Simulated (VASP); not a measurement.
Crystal: Al.

```
Al
1.0
     2.85112    0.00000    0.00000
    -1.42556    2.46914    0.00000
     0.00000    0.00000    4.63936
Al
2
Direct
  0.33333 0.66667 0.25000
  0.66667 0.33333 0.75000
```

This isn't the form of Al at room conditions, which is fcc.

Base run:

| Item | Value |
| --- | --- |
| Program | VASP 6.6.1 |
| Functional | PBEsol |
| Potentials or basis | VASP PAW PBE potentials, release 64 (Al) |
| Cutoff | 700 eV |
| k mesh | 18 × 18 × 10 |
| Occupations | gaussian, width 0.1 eV |
| Spin | no spin polarisation |

Its results: band gap on the k mesh none (metal or under the smearing width); pressure 0.0 GPa.

Q: After a change of settings the same cell gave: band gap on the k mesh none (metal or under the smearing width); pressure -2.0 GPa. Which change was it?
A. cutoff from 700 eV to 520 eV; occupations from gaussian, width 0.1 eV to gaussian, width 0.5 eV
B. functional from PBEsol to r2SCAN; cutoff from 700 eV to 520 eV; further incar settings from ALGO = Fast; EDIFF = 1e-06; NBANDS = 10 to ALGO = Normal; EDIFF = 1e-06; NBANDS = 10
C. cutoff from 700 eV to 520 eV; k mesh from 18 × 18 × 10 to 27 × 27 × 14
D. cutoff from 700 eV to 900 eV

A: B.

Caveats: the PAW data sets were made with another functional, which shifts forces and pressure a little.
